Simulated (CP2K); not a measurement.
Write the native input for CP2K 2026.2 that does the following.

| Quantity | Value |
| --- | --- |
| Task | band structure |
| Functional | PBE |
| Potentials or basis | GTH_POTENTIALS Ga GTH-PBE-q13, P GTH-PBE-q5; DZVP-MOLOPT-SR-GTH basis |
| Density cutoff | 6123 eV |
| k mesh | 8 × 8 × 8 |
| Occupations | fermi-dirac, width 0.05 eV |
| Spin | no spin polarisation |
| SCF solver | diagonalisation with k points |
| Quickstep method | GPW |
| EPS_DEFAULT | 1.0E-9 |
| EPS_SCF | 1.0E-6 |
| MAX_SCF | 100 |
| SCF_GUESS | ATOMIC |
| k points reduced by the point group | yes |
| Mesh centred on Gamma | yes |
| CHOLESKY | OFF |
| EPS_EIGVAL | 1.0E-7 |
| MIXING METHOD | BROYDEN_MIXING |
| MIXING ALPHA | 0.4 |
| NBUFFER | 8 |
| NGRIDS | 4 |
| Basis sets | Ga DZVP-MOLOPT-SR-GTH-q13, P DZVP-MOLOPT-SR-GTH-q5 |
| Potentials | Ga GTH-PBE-q13 of GTH_POTENTIALS, P GTH-PBE-q5 of GTH_POTENTIALS |
| ADDED_MOS | [10] |
| Points a segment of the path (NPOINTS) | 8 |
| Bands added on the path | 6 |
| REL_CUTOFF (Ry) | 60 Ry |
| MIXING BETA (1/bohr) | 1.5 1/bohr |
| CUTOFF of the grids | 450 Ry |

Crystal: GaP.

```xyz
2
Lattice="3.8541 0.0000 0.0000 1.9270 3.3377 0.0000 1.9270 1.1126 3.1468" Properties=species:S:1:pos:R:3 pbc="T T T"
Ga    0.0000    0.0000    0.0000
P     5.7811    3.3377    2.3601
```

One way to write it, as run:

gap_bands.inp

```
&GLOBAL
  PROJECT gap_bands
  RUN_TYPE ENERGY_FORCE
  PRINT_LEVEL LOW
&END GLOBAL
&FORCE_EVAL
  METHOD QS
  STRESS_TENSOR ANALYTICAL
  &DFT
    BASIS_SET_FILE_NAME BASIS_MOLOPT
    POTENTIAL_FILE_NAME GTH_POTENTIALS
    &MGRID
      CUTOFF 450
      REL_CUTOFF 60
      NGRIDS 4
    &END MGRID
    &QS
      METHOD GPW
      EPS_DEFAULT 1.0E-9
    &END QS
    &KPOINTS
      SCHEME MONKHORST-PACK 8 8 8
      GAMMA_CENTERED T
      SYMMETRY T
      SYMMETRY_BACKEND SPGLIB
    &END KPOINTS
    &SCF
      SCF_GUESS ATOMIC
      EPS_SCF 1.0E-6
      MAX_SCF 100
      ADDED_MOS 10
      CHOLESKY OFF
      EPS_EIGVAL 1.0E-7
      &DIAGONALIZATION ON
        ALGORITHM STANDARD
      &END DIAGONALIZATION
      &MIXING ON
        METHOD BROYDEN_MIXING
        ALPHA 0.4
        BETA 1.5
        NBUFFER 8
      &END MIXING
      &SMEAR ON
        METHOD FERMI_DIRAC
        ELECTRONIC_TEMPERATURE 580.23
      &END SMEAR
    &END SCF
    &XC
      &XC_FUNCTIONAL
        &GGA_X_PBE
        &END GGA_X_PBE
        &GGA_C_PBE
        &END GGA_C_PBE
      &END XC_FUNCTIONAL
    &END XC
    &PRINT
      &KPOINTS ON
      &END KPOINTS
      &MULLIKEN ON
      &END MULLIKEN
      &MO ON
        ENERGIES T
        OCCUPATION_NUMBERS T
        &EACH
          QS_SCF 0
        &END EACH
        ADD_LAST NUMERIC
      &END MO
      &BAND_STRUCTURE
        FILE_NAME bands.bs
        ADDED_MOS 6
        &KPOINT_SET
          UNITS B_VECTOR
          NPOINTS 8
          SPECIAL_POINT GAMMA 0.00000000 0.00000000 0.00000000
          SPECIAL_POINT X 0.50000000 0.00000000 0.50000000
          SPECIAL_POINT W 0.50000000 0.25000000 0.75000000
          SPECIAL_POINT K 0.37500000 0.37500000 0.75000000
          SPECIAL_POINT GAMMA 0.00000000 0.00000000 0.00000000
          SPECIAL_POINT L 0.50000000 0.50000000 0.50000000
          SPECIAL_POINT U 0.62500000 0.25000000 0.62500000
          SPECIAL_POINT W 0.50000000 0.25000000 0.75000000
          SPECIAL_POINT L 0.50000000 0.50000000 0.50000000
          SPECIAL_POINT K 0.37500000 0.37500000 0.75000000
        &END KPOINT_SET
        &KPOINT_SET
          UNITS B_VECTOR
          NPOINTS 8
          SPECIAL_POINT U 0.62500000 0.25000000 0.62500000
          SPECIAL_POINT X 0.50000000 0.00000000 0.50000000
        &END KPOINT_SET
      &END BAND_STRUCTURE
    &END PRINT
  &END DFT
  &SUBSYS
    &CELL
      ABC 3.8540855109 3.8540855109 3.8540855108
      ALPHA_BETA_GAMMA 60.0000000001 60.0000000003 60.0000000007
      PERIODIC XYZ
    &END CELL
    &COORD
      Ga  0.0000000000 0.0000000000 0.0000000000
      P   5.7811282663 3.3377359608 2.3601357316
    &END COORD
    &KIND Ga
      BASIS_SET DZVP-MOLOPT-SR-GTH-q13
      POTENTIAL GTH-PBE-q13
    &END KIND
    &KIND P
      BASIS_SET DZVP-MOLOPT-SR-GTH-q5
      POTENTIAL GTH-PBE-q5
    &END KIND
    &PRINT
      &ATOMIC_COORDINATES ON
      &END ATOMIC_COORDINATES
      &CELL ON
      &END CELL
      &SYMMETRY ON
      &END SYMMETRY
    &END PRINT
  &END SUBSYS
  &PRINT
    &FORCES ON
    &END FORCES
    &STRESS_TENSOR ON
    &END STRESS_TENSOR
  &END PRINT
&END FORCE_EVAL
```

Potentials or basis: GTH_POTENTIALS Ga GTH-PBE-q13, P GTH-PBE-q5; DZVP-MOLOPT-SR-GTH basis.

Run with:

```sh
$ OMP_NUM_THREADS=1 cp2k.psmp -i gap_bands.inp -o gap_bands.out
```

Results of the run:

```json
{
 "Pressure": "3.0 GPa",
 "Band gap on the k mesh": "1.66 eV, indirect (least direct gap 1.77 eV)",
 "Band gap along the path": "1.63 eV, indirect (least direct gap 1.77 eV)",
 "Mulliken charges": "Ga +0.25; P -0.25 e"
}
```

Caveat: Mulliken charges move with the basis; the basis of atomic orbitals isn't converged, which shifts pressures, moduli and gaps.

Wall time 30 s on 1 thread of Arm Neoverse V1, with other jobs on the host, peak memory 0.28 GiB.
